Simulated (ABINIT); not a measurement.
Runs of ABINIT 10.8.3 (patched build) on FeO (Wuestite). The structure is trigonal, space group R-3m (No. 166). Conventional cell: a = 3.038 Å, b = 3.038 Å, c = 7.559 Å, α = 90.00°, β = 90.00°, γ = 120.00°. Fe (site symmetry -3m) is surrounded by 6 O at 2.16 Å. O (site symmetry -3m) has 6 Fe at 2.16 Å as nearest neighbours. 

```tsv
task	level	potentials or basis	cell	k mesh	cell freedom (optcell)	cutoff smearing ecutsm (Ha)	optimiser (ionmov)	force stop (Ha/bohr)	mesh quality	gap on the mesh (eV)	pressure (GPa)	moment (μB)	V0 of scaled cells (Å³/atom)	B0 (GPa)
band structure	PBEsol	JTH PAW PBE v2.0	as given	11 × 11 × 11	-	-	-	-	not flagged	none	-9.9	4.00	-	-
relaxation of cell and atoms	LDA	JTH PAW LDA v2.0	relaxed	6 × 6 × 6	2	0.5	2	0.0005	coarse	none	0.0	3.72	-	-
single point	PBE	JTH PAW PBE v2.0	as given	11 × 11 × 11	-	-	-	-	not flagged	none	(a)	4.00	-	-
equation of state	PBEsol	JTH PAW PBE v2.0	as given	11 × 11 × 11	-	-	-	-	not flagged	-	-	-	(b)	208
equation of state	PBE	JTH PAW PBE v2.0	as given	11 × 11 × 11	-	-	-	-	not flagged	-	-	-	10.00	186
```

Alike in all rows: spin collinear, ferromagnetic start; cutoff (eV) 707; smearing fermi-dirac 0.05 eV.

Estimate the missing entries.

(a) -1.8; (b) 9.57.

Caveats: some runs use coarse meshes; a cell with one magnetic atom can't hold antiferromagnetic order, which such compounds often take (some runs); semilocal functionals often make such compounds metallic where correlation or magnetic order opens a gap, which also shifts bond lengths (some runs); the PAW data sets were made with another functional, which shifts forces and pressure a little (some runs); pressures at fixed basis lie under the slope of the energies (some runs); the cell was scaled at fixed shape and fractional positions, which overstates the stiffness of a crystal with free parameters, most of all of layers and chains (some runs).

A k mesh can miss the band edges.

A gap of «none» marks a metal or a gap under the smearing width.

Not every run made on this cell is shown here.
